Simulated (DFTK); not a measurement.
HfC:

```
CELL_PARAMETERS angstrom
0.00000 2.32500 2.32500
2.32500 0.00000 2.32500
2.32500 2.32500 0.00000
ATOMIC_POSITIONS crystal
Hf 0.50000 0.50000 0.50000
C 0.00000 0.00000 0.00000
```

```yaml
Program: DFTK 0.8.2
Task: single point
Functional: PBEsol
Potentials_or_basis: dojo.nc.sr.pbesol.v0_4_1.standard.upf (PBEsol)
Cutoff: 1116 eV
k_mesh: 10 × 10 × 10
Occupations: fermi-dirac, width 0.05 eV
Spin: no spin polarisation
```

On this cell: pressure -6.2 GPa; largest force zero by symmetry; band gap on the k mesh none (metal or under the smearing width).

The same run follows on a disturbed copy (atoms moved at random, drawn with an rms of 0.05 Å):

```
Hf C
1.0
     0.00000    2.32500    2.32500
     2.32500    0.00000    2.32500
     2.32500    2.32500    0.00000
Hf C
1 1
Direct
  0.48872 0.50833 0.48842
  0.99015 0.01910 0.99366
```

What does the disturbed cell give?

The energy (extrapolated to zero smearing) moves by +4.6 meV/atom; pressure -6.0 GPa; largest force 0.361 eV/Å; band gap on the k mesh none (metal or under the smearing width).

Forces on the atoms (eV/Å):
```
Hf   0.272  0.114  0.208
C   -0.272 -0.114 -0.208
```

Stress tensor (GPa, compression positive):
```
-5.83 -0.09 -0.16
-0.09 -6.13 -0.07
-0.16 -0.07 -5.98
```
